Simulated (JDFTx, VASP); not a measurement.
Given: the input of a run of VASP 6.6.1 on BN. The cell is a database's computed one, not the measured one.

Contents of INCAR:

```
  ALGO = Normal
  EDIFF = 1E-6
  EDIFFG = -0.005
  ENCUT = 600
  GGA = PE
  IBRION = 2
  ISIF = 3
  ISMEAR = -1
  IVDW = 11
  LASPH = True
  LCHARG = False
  LREAL = False
  LWAVE = False
  NELM = 60
  NSW = 60
  PREC = Accurate
  SIGMA = 0.05
```

Contents of KPOINTS:

```
k-points
0
Gamma
  13 13 13
```

POSCAR

```
BN
1.0
    0.0000000000      1.8130010000      1.8130010000
    1.8130010000      0.0000000000      1.8130010000
    1.8130010000      1.8130010000      0.0000000000
N B
1 1
Direct
    0.2500000000      0.2500000000      0.2500000000
    0.0000000000      0.0000000000      0.0000000000
```

Potentials or basis: VASP PAW PBE potentials, release 64 (N, B).

Command:

```console
$ cat potpaw_PBE.64/N/POTCAR potpaw_PBE.64/B/POTCAR > POTCAR
$ mpirun -np 1 vasp_std > vasp.out
```

Problem. Translate it to JDFTx 1.7.0 (patched build). Potentials or basis there: PseudoDojo-SR-PBE-0.5-standard, cutoff 1143 eV.

Solution. As run (cutoffs and basis follow the program's own potentials, and thresholds, step limits or extra output files can differ):

Contents of BN.in:

```
lattice Face-Centered Cubic 6.8521507073
coords-type Lattice
ion N      0.2500000000     0.2500000000     0.2500000000 1
ion B      0.0000000000     0.0000000000     0.0000000000 1

ion-species pseudo/N.upf
ion-species pseudo/B.upf
elec-cutoff 42 336
elec-ex-corr gga-PBE
van-der-waals D3
kpoint-folding 13 13 13
elec-smearing Fermi 0.0018374661
elec-n-bands 9
electronic-SCF nIterations 100 energyDiffThreshold 1e-09
electronic-minimize nIterations 30 energyDiffThreshold 1e-7
forces-output-coords Cartesian
lattice-minimize nIterations 40 energyDiffThreshold 1e-6

dump-name run.$VAR
dump End Ecomponents EigStats BandEigs Kpoints Forces Stress
```

Potentials or basis: PseudoDojo-SR-PBE-0.5-standard.

The run is started by

```bash
$ jdftx -c 1 -i BN.in -o BN.out
```

Both were run:

|  | VASP | JDFTx |
| --- | --- | --- |
| Relaxed volume | 5.90 Å³/atom | 5.90 Å³/atom |
| Relaxed cell | a = 2.556 Å, b = 2.556 Å, c = 2.556 Å, α = 60.00°, β = 60.00°, γ = 60.00° | a = 2.555 Å, b = 2.555 Å, c = 2.555 Å, α = 60.00°, β = 60.00°, γ = 60.00° |
| Space group after relaxing | F-43m (No. 216) | F-43m (No. 216) |
| Pressure after relaxing | 0.0 GPa | 0.0 GPa |

Pressure is positive in compression.
